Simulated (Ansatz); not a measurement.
A run of Ansatz 0.2.0 is set up as follows.

input.yaml

```yaml
crystal:
  lattice:
    - [3.232, 0.0, 0.0]
    - [-1.616, 2.798994105, 0.0]
    - [0.0, 0.0, 5.147]
  atoms:
    - { symbol: Zr, position: [0.6666666667, 0.3333333333, 0.75] }
    - { symbol: Zr, position: [0.3333333333, 0.6666666667, 0.25] }
kpoints:
  mp_grid: { grid: [9, 9, 5] }
scf:
  occupations: { method: gaussian, width: 0.012 }
hamiltonian:
  xc: pbe
  pseudopotentials: { kind: all_electron, lapw: { basis_error: 0.001 } }
output:
  forces: true
  stress: true
  eigenvalues: true
```

Potentials or basis: all-electron LAPW, scalar-relativistic.

The run is started by

```console
$ ansatz run input.yaml --threads 1 --pin off --max-ram 3072MiB --backend cpu --events-out ev --progress --plain --runs-dir out
```

(1) Estimate the pressure.

(2) Predict the band gap on the k mesh.

Results:

(1) 0.6 GPa.

(2) none (metal or under the smearing width).
